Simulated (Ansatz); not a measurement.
# SrO (P1) in Ansatz: convergence with ecutrho ratio

Aim: find how far ecutrho ratio must go before the results for SrO settle, at PBE. This setting moves, with any that are tied to it; all else stays.

Program: Ansatz 0.2.0. These are calculated values, not measurements. Logs are shortened: lines on timing, memory, paths and dates and some standing lists are left out, and cuts for length are marked.

## (1) The cell of the first run

The typed cell holds 2 atoms: a = 3.629 Å, b = 3.629 Å, c = 3.629 Å, α = 60.00°, β = 60.00°, γ = 60.00°.

The cell isn't the ideal one: atoms moved at random, drawn with an rms of 0.05 Å.

## (2) With ecutrho ratio 4

The input, input.yaml:

```yaml
crystal:
  lattice:
    - [0.0, 2.5663, 2.5663]
    - [2.5663, 0.0, 2.5663]
    - [2.5663, 2.5663, 0.0]
  atoms:
    - { symbol: Sr, position: [0.498042, 0.49679, 0.50611] }
    - { symbol: O, position: [0.022373, -0.002082, -0.004903] }
hamiltonian:
  xc: pbe
  pseudopotentials: { kind: paw }
kpoints:
  mp_grid: { grid: [7, 7, 7] }
scf:
  occupations: { method: gaussian, width: 0.1 }
output:
  forces: true
  stress: true
  eigenvalues: true
basis:
  ecutrho_ratio: 4
```

Potentials or basis: Ansatz PAW.

Started as:

```sh
$ ansatz run input.yaml --threads 2 --pin off --max-ram 5632MiB --backend cpu --events-out ev --progress --plain --runs-dir out
```

Run time: 1.5 s. Hardware: 2 threads of Intel Xeon Gold 6455B (Sapphire Rapids), shared host; peak memory 0.39 GiB.

What came out:

| Quantity | Value |
| --- | --- |
| Free energy | -4114.6095 eV |
| Pressure | 3.5 GPa |
| Largest force | 0.176 eV/Å |
| Band gap on the k mesh | 3.44 eV, indirect (least direct gap 3.51 eV) |

## (3) With ecutrho ratio 5

Edit input.yaml of step 2 so:

```diff
@@ -20,2 +20,2 @@
 basis:
-  ecutrho_ratio: 4
+  ecutrho_ratio: 5
```

Potentials or basis: Ansatz PAW.

Started as:

```sh
$ ansatz run input.yaml --threads 2 --pin off --max-ram 5632MiB --backend cpu --events-out ev --progress --plain --runs-dir out
```

Run time: 1.6 s. Hardware: 2 threads of Intel Xeon Gold 6455B (Sapphire Rapids), shared host; peak memory 0.4 GiB.

Results:

```
Free energy            : -4114.6095 eV
Pressure               : 3.5 GPa
Largest force          : 0.176 eV/Å
Band gap on the k mesh : 3.44 eV, indirect (least direct gap 3.51 eV)
```

## (4) With ecutrho ratio 6

Edit input.yaml of step 3 so:

```diff
@@ -20,2 +20,2 @@
 basis:
-  ecutrho_ratio: 5
+  ecutrho_ratio: 6
```

Started as:

```sh
$ ansatz run input.yaml --threads 2 --pin off --max-ram 5632MiB --backend cpu --events-out ev --progress --plain --runs-dir out
```

It took 1.6 s on 2 threads of Intel Xeon Gold 6455B (Sapphire Rapids), shared host; peak memory 0.41 GiB.

Results:

| Item | Value |
| --- | --- |
| Free energy | -4114.6095 eV |
| Pressure | 3.5 GPa |
| Largest force | 0.176 eV/Å |
| Band gap on the k mesh | 3.44 eV, indirect (least direct gap 3.51 eV) |

## (5) With ecutrho ratio 8

Edit input.yaml of step 4 so:

```diff
@@ -20,2 +20,2 @@
 basis:
-  ecutrho_ratio: 6
+  ecutrho_ratio: 8
```

Started as:

```sh
$ ansatz run input.yaml --threads 2 --pin off --max-ram 5632MiB --backend cpu --events-out ev --progress --plain --runs-dir out
```

Run time: 1.6 s. Hardware: 2 threads of Intel Xeon Gold 6455B (Sapphire Rapids), shared host; peak memory 0.43 GiB.

The run converged. Its results:

- Free energy: -4114.6095 eV
- Pressure: 3.5 GPa
- Largest force: 0.176 eV/Å
- Band gap on the k mesh: 3.44 eV, indirect (least direct gap 3.51 eV)

## (6) With ecutrho ratio 10

Edit input.yaml of step 5 so:

```diff
@@ -20,2 +20,2 @@
 basis:
-  ecutrho_ratio: 8
+  ecutrho_ratio: 10
```

Potentials or basis: Ansatz PAW.

Started as:

```sh
$ ansatz run input.yaml --threads 2 --pin off --max-ram 5632MiB --backend cpu --events-out ev --progress --plain --runs-dir out
```

Run time: 1.6 s. Hardware: 2 threads of Intel Xeon Gold 6455B (Sapphire Rapids), shared host; peak memory 0.44 GiB.

The run converged. Its results:

* Free energy: -4114.6095 eV
* Pressure: 3.5 GPa
* Largest force: 0.176 eV/Å
* Band gap on the k mesh: 3.44 eV, indirect (least direct gap 3.51 eV)

## (7) With ecutrho ratio 12

Edit input.yaml of step 6 so:

```diff
@@ -20,2 +20,2 @@
 basis:
-  ecutrho_ratio: 10
+  ecutrho_ratio: 12
```

Potentials or basis: Ansatz PAW.

Started as:

```sh
$ ansatz run input.yaml --threads 2 --pin off --max-ram 5632MiB --backend cpu --events-out ev --progress --plain --runs-dir out
```

What it wrote:

```text
Warning: RAYON_NUM_THREADS=2 ignored (pool sized by the plan → 2); use --threads N
Engine: ansatz 0.2.0, x86_64-unknown-linux-gnu
Pseudopotentials: kind: paw
Pseudopotential: Sr, paw, valence charge 10, recommended cutoff 420 eV (normal), Sr.paw.azcp
Pseudopotential: O, paw, valence charge 6, recommended cutoff 420 eV (normal), O.paw.azcp
Functional definition: PBE
  parameter kappa = 0.804
  parameter beta = 0.06672455060314922
  exchange = pbe_x(kappa = kappa, mu = beta*pi^2/3)
  correlation = pbe_c(beta = beta)
Crystal: 2 atoms, lattice volume = 33.803 Å³
Basis set: ecut = 420 eV, 645 PW (Γ), exchange–correlation on 90×90×90 points (8 copies of the dense FFT grid, shifted against one another)
Bands: 12, of which v1, the nominal top of the filled ones, is band 8 counted from 1 (7 counted from 0)
Symmetry: 1 space group operations
Space group: P1 (ITA 1), of the structure as read, at distance tolerance 3.2e-5 Å
k-points: 172 of 343 (time reversal used)
Non-local potential: Sr, projectors of the file, l = 0: 3, l = 1: 2, l = 2: 2
Non-local potential: O, projectors of the file, l = 0: 2, l = 1: 2, l = 2: 1
PAW form: soft (Blöchl's): semilocal exchange-correlation on the pseudo side does not see the compensation charge
PAW one-centre angular grid: Sr, 110 points (default); XC on 64 Gauss nodes
PAW one-centre angular grid: O, 110 points (default); XC on 64 Gauss nodes
Initial density: superposition of atomic densities (neutral atoms: chi_scale 0, normalization atom), corrected by the library's trained network
Initial wavefunctions: pseudopotential atomic-orbital guess
Functional: x = pbe(κ = 0.804, μ = 0.2195149727645171), c = pbe(β = 0.06672455060314922)
SCF iter   1: F=—  HF=-4114.608787 eV  |F-HF|=—  |Δ(HF+E_count)|=         —  Δρ=4.36e-4  dr2=8.36e-6  ethr=1.77e-3  ⟨swp⟩=8.0  Hψ=16557  notcnv=0
preconditioner: auto → none  [insulator: Δε(μ)=3.427 eV  Ē_g=16.218 eV  σ=0.100 eV  W_gap=1.00  n_scr=8 (ndim 8)  ℏωp=23.9 eV  f_vac=0.000  D(μ)=0.00/eV (n_scr^D=0)  ε∞_Penn≈3.2]
SCF iter   2: F=—  HF=-4114.609460 eV  |F-HF|=—  |Δ(HF+E_count)|=   6.73e-4  Δρ=4.79e-4  dr2=7.51e-5  ethr=5.22e-8  ⟨swp⟩=4.3  Hψ=7049  notcnv=0
SCF iter   3: F=—  HF=-4114.609476 eV  |F-HF|=—  |Δ(HF+E_count)|=   1.58e-5  Δρ=1.81e-4  dr2=7.49e-6  ethr=5.22e-8  ⟨swp⟩=2.1  Hψ=3274  notcnv=0
SCF iter   4: F=—  HF=-4114.609493 eV  |F-HF|=—  |Δ(HF+E_count)|=   1.74e-5  Δρ=8.52e-5  dr2=2.26e-6  ethr=4.68e-8  ⟨swp⟩=3.0  Hψ=3486  notcnv=0
SCF iter   5: F=—  HF=-4114.609493 eV  |F-HF|=—  |Δ(HF+E_count)|=   2.31e-7  Δρ=4.07e-5  dr2=5.48e-7  ethr=1.41e-8  ⟨swp⟩=1.0  Hψ=2064  notcnv=0
SCF iter   6: F=—  HF=-4114.609493 eV  |F-HF|=—  |Δ(HF+E_count)|=   8.64e-8  Δρ=1.70e-5  dr2=1.02e-7  ethr=3.42e-9  ⟨swp⟩=1.4  Hψ=2180  notcnv=0
SCF iter   7: F=-4114.609493 eV  HF=-4114.609493 eV  |F-HF|=6.29e-9  |Δ(HF+E_count)|=   1.82e-8  Δρ=4.62e-6  dr2=7.31e-9  ethr=6.25e-10  ⟨swp⟩=5.4  Hψ=7957  notcnv=0
SCF 1 converged in 7 iterations: F = -4114.609493 eV  dr2 = 7.31e-9
SCF converged after 7 iterations
Free energy (F): -4114.609493 eV
Harris-Foulkes:  -4114.609493 eV  (|F-HF|=6.29e-9)
Internal energy: -4114.609493 eV  (E = F + TS)
E sigma→0 (E₀):  -4114.609493 eV
Fermi energy:    9.700202 eV
--- Per-component energies (eV) ---
  E_band       = -56.770468
  E_kinetic    = 423.545299
  E_local      = -862.117768  (includes V_loc(G=0)·N_el)
  E_nonlocal   = 250.227670
  E_hartree    = 233.463387
  E_xc         = -249.554640
  E_vxc        = -259.411316  (∫ρ·V_xc dr)
  E_paw        = -2852.381572  (= ΣΔE_a)
  E_vpaw       = -75.939778  (= ΣTr[D̂ρ^β])
  E_aug_tail   = 0.000002  (compensation charges beyond the density's cutoff)
  E_ewald      = -1057.791870
  E_smearing   = -0.000000  (= −TS)
  E_closure    = -0.000000  (closes the sum)
  Σ components = -4114.609493   (vs F -4114.609493, Δ=0.00e0)
--- Forces (eV/Å), atoms counted from 1 ---
  atom   1  Sr    -0.05576501     0.07552677     0.14885663
  atom   2  O      0.05576948    -0.07553321    -0.14886853
  max |Σ_I F_I| component: 1.19e-5 eV/Å
--- Stress (GPa, compression-positive) ---
        3.325973       0.013442       0.026027
        0.013442       3.384907      -0.035145
        0.026027      -0.035145       3.734469
  P = ⅓ Tr σ = 3.4818 GPa (34.818 kbar)
--- Band table (eV; the first three rows and the last of 172) ---
  k-point 0: bands = ["-24.2849", "-7.0905", "-5.9184", "-5.9181", "-5.9032", "7.9778", "7.9800", "7.9827", "12.0403", "14.2742", "14.2901", "14.3042"]
  k-point 1: bands = ["-24.2585", "-7.5216", "-5.9386", "-5.9343", "-5.5337", "7.4145", "7.7391", "7.7524", "12.9205", "14.0807", "14.6673", "14.6907"]
  k-point 2: bands = ["-24.1985", "-8.1520", "-5.9727", "-5.9697", "-5.0537", "6.5058", "7.2600", "7.2709", "14.0896", "14.7361", "15.6885", "15.7064"]
  k-point 171: bands = ["-24.1330", "-8.4396", "-6.1802", "-6.0349", "-4.9345", "6.1381", "6.9583", "7.0899", "14.5502", "15.3934", "17.0284", "17.5117"]
```

It took 1.7 s on 2 threads of Intel Xeon Gold 6455B (Sapphire Rapids), shared host; peak memory 0.47 GiB.

What came out:

```yaml
Free_energy: -4114.6095 eV
Pressure: 3.5 GPa
Largest_force: 0.176 eV/Å
Band_gap_on_the_k_mesh: 3.44 eV, indirect (least direct gap 3.51 eV)
```

## (8) Summary

| ecutrho ratio | energy less the tightest run, at zero smearing (meV/atom) | SCF cycles | CPU time (s) | peak memory (GiB) |
| --- | --- | --- | --- | --- |
| 4 | 0.00 | 7 | 2.9 | 0.39 |
| 5 | 0.00 | 7 | 3 | 0.4 |
| 6 | 0.00 | 7 | 3 | 0.41 |
| 8 | 0.00 | 7 | 3 | 0.43 |
| 10 | 0.00 | 7 | 3.1 | 0.44 |
| 12 | 0.00 | 7 | 3.2 | 0.47 |

Against the tightest run, the energy stays within 1 meV/atom from 4 on. The tightest run that finished is the yardstick and may itself not be fully converged.

Caveats: odd divisions of the mesh miss points on the zone boundary, where band edges often lie, so the gap on the mesh can be too wide.
